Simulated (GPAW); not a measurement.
Runs of GPAW 26.7.0 on CuO. It takes space group P6_3mc (No. 186, hexagonal). Conventional cell: a = 3.288 Å, b = 3.288 Å, c = 5.385 Å, α = 90.00°, β = 90.00°, γ = 120.00°. Cu (site symmetry 3m) is surrounded by 4 O at 2.01 to 2.02 Å. O (site symmetry 3m) is surrounded by 4 Cu at 2.01 to 2.02 Å. Measurements of this composition are mostly on another form, of space group No. 15.

```tsv
level	potentials or basis	eigensolver	pressure (GPa)	largest force (eV/Å)
PW91	PAW data sets generated in the run's folder for this functional, pw	-	-8.6	0.04
vdW-DF-cx	GPAW PAW data sets (gpaw-data 1.2.1), pw	-	-	0.04
revPBE	the program's PAW data sets (release 1.2.1) made for this functional, pw	-	(b)	0.04
r2SCAN	GPAW PAW data sets (gpaw-data 1.2.1), pw	-	-13.2	0.03
PBEsol	PAW data sets generated in the run's folder for this functional, pw	-	(a)	0.04
PBE	GPAW PAW data sets (gpaw-data 1.2.1), pw	-	-7.9	0.04
BLYP	PAW data sets generated in the run's folder for this functional, pw	davidson	-4.8	0.04
LDA	the program's PAW data sets (release 1.2.1) made for this functional, pw	-	-19.5	0.03
```

Alike in all rows: task band structure; no spin polarisation; cell as given; k mesh 6 × 6 × 3; cutoff (eV) 800; smearing fermi-dirac 0.05 eV; the mesh is coarse, so values aren't converged.

**Question.** Estimate the missing entries.

**Answer.** (a) -13.7; (b) -4.4.

Caveats: all runs use coarse meshes; the run has no spin polarisation, though such a crystal can be magnetic; with this Cu data set, volumes or pressures lay over 1.5 % or 2 GPa off other programs in two to four cells of ten (some runs); the PAW data sets were made with another functional, which shifts forces and pressure a little (some runs).
